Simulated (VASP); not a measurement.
**CuAu3 under changes of volume**

One of the cells (16.152 Å³/atom); the others are scaled copies at fixed shape and fractional positions:

```
Au Cu
1.0
     4.01266    0.00000    0.00000
     0.00000    4.01266    0.00000
     0.00000    0.00000    4.01266
Au Cu
3 1
Direct
  0.50000 0.50000 0.00000
  0.50000 0.00000 0.50000
  0.00000 0.50000 0.50000
  0.00000 0.00000 0.00000
```

| Item | Value |
| --- | --- |
| Program | VASP 6.6.1 |
| Functional | r2SCAN |
| Potentials or basis | VASP PAW PBE potentials, release 64 (Au, Cu) |
| Cutoff | 520 eV |
| k mesh | 6 × 6 × 6 |
| Occupations | fermi-dirac, width 0.05 eV |
| Spin | no spin polarisation |

```tsv
volume (Å³/atom)	energy over the lowest point (meV/atom)	pressure (GPa)
15.506	?	?
15.829	3.27	3.3
16.152	0.00	-0.1
16.475	3.09	-3.0
16.799	11.78	-5.6
```

Problem. What does the run at 15.506 Å³/atom give?

Solution. Energy over the lowest point 13.81 meV/atom; pressure 7.2 GPa.

Worked out: A Birch-Murnaghan fit of order 2 (a polynomial in V^(-2/3)) to the other rows has its minimum at 16.15 Å³/atom with B0 = V·E''(V) = 155 GPa. It gives 13.41 meV/atom at 15.506 Å³/atom, against the run's 13.81, and -dE/dV = 6.9 GPa, against 7.2.

Energies are extrapolated to zero smearing.

Caveats: the PAW data sets were made with another functional, which shifts forces and pressure a little.
